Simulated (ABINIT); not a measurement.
KF (Carobbiite):

```
K F
1.0
     0.00000    2.67185    2.67185
     2.67185    0.00000    2.67185
     2.67185    2.67185    0.00000
K F
1 1
Direct
  0.00000 0.00000 0.00000
  0.50000 0.50000 0.50000
```

Base run:

| Property | Result |
| --- | --- |
| Program | ABINIT 10.8.3 (patched build) |
| Functional | PBEsol |
| Potentials or basis | PseudoDojo NC SR PBEsol v0.4.1 standard |
| Cutoff | 1143 eV |
| k mesh | 9 × 9 × 9 |
| Occupations | fermi-dirac, width 0.05 eV |
| Spin | no spin polarisation |

Its results: band gap on the k mesh 6.06 eV, direct; pressure -0.7 GPa.

The run is repeated on the same cell with these changes: functional from PBEsol to r2SCAN; potentials or basis from PseudoDojo NC SR PBEsol v0.4.1 standard to JTH PAW PBE v2.0; cutoff from 1143 eV to 762 eV. What comes out?

Band gap on the k mesh 6.83 eV, direct; pressure -0.8 GPa.

Caveats: an odd mesh through Γ misses points on the zone boundary, where band edges often lie (some runs); the PAW data sets were made with another functional, which shifts forces and pressure a little (some runs).
